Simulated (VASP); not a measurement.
CdS, 2 atoms in the cell. Symmetry: Fm-3m, No. 225, cubic system. The conventional cell has a = 5.506 Å, b = 5.506 Å, c = 5.506 Å, α = 90.00°, β = 90.00°, γ = 90.00°. Cd (site symmetry m-3m) has 6 S at 2.75 Å as nearest neighbours. S (site symmetry m-3m) is surrounded by 6 Cd at 2.75 Å. Measurements of this composition are mostly on another form, of space group No. 186.

- Program: VASP 6.6.1
- Task: single point
- Functional: PBE
- Potentials or basis: VASP PAW PBE potentials, release 64 (Cd, S)
- Cutoff: 520 eV
- k mesh: 6 × 6 × 6
- Occupations: gaussian, width 0.1 eV
- Spin: no spin polarisation
- Dipole correction: no
- Further INCAR settings: ALGO = Normal; EDIFF = 1e-06; NBANDS = 16

Potentials or basis: VASP PAW PBE potentials, release 64 (Cd, S).

Launch:

```sh
$ cat potpaw_PBE.64/Cd/POTCAR potpaw_PBE.64/S/POTCAR > POTCAR
$ mpirun -np 1 vasp_std > vasp.out
```

Hardware: 1 thread of Intel(R) Xeon(R) 6975P-C (Granite Rapids) (shared host).

Q: How long does it take, and how much memory?

A: Run time: 5.8 s on 1 thread of Intel(R) Xeon(R) 6975P-C (Granite Rapids) (shared host), peak memory 0.16 GiB. Counts: scf iterations 13, k points 16.
